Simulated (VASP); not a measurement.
Input of a VASP 6.6.1 run:

File INCAR:

```
  PREC = Accurate
  ENCUT = 900
  EDIFF = 1E-8
  ISMEAR = 0
  SIGMA = 0.02
  LREAL = False
  LASPH = True
  NELM = 100
  ALGO = Normal
  ISIF = 2
  LWAVE = False
  LCHARG = False
  GGA = PE
  NBANDS = 14
  ADDGRID = False
```

The input KPOINTS:

```
Automatic mesh
0
Gamma
  8 8 8
```

The input POSCAR:

```
KBr
1.0
    4.0434990000      0.0000000000      0.0000000000
    0.0000000000      4.0434990000      0.0000000000
    0.0000000000      0.0000000000      4.0434990000
Br K
1 1
Direct
    0.5000000000      0.5000000000      0.5000000000
    0.0000000000      0.0000000000      0.0000000000
```

Potentials or basis: VASP PAW PBE potentials, release 64 (Br, K_pv).

Command:

```sh
$ cat potpaw_PBE.64/Br/POTCAR potpaw_PBE.64/K_pv/POTCAR > POTCAR
$ mpirun -np 1 vasp_std > vasp.out
```

What does it give for the band gap on the k mesh?

3.86 eV, indirect (least direct gap 4.12 eV).

Estimate the pressure.

0.2 GPa.

A k mesh can miss the band edges. As with any semilocal functional, this PBE gap is likely too small.
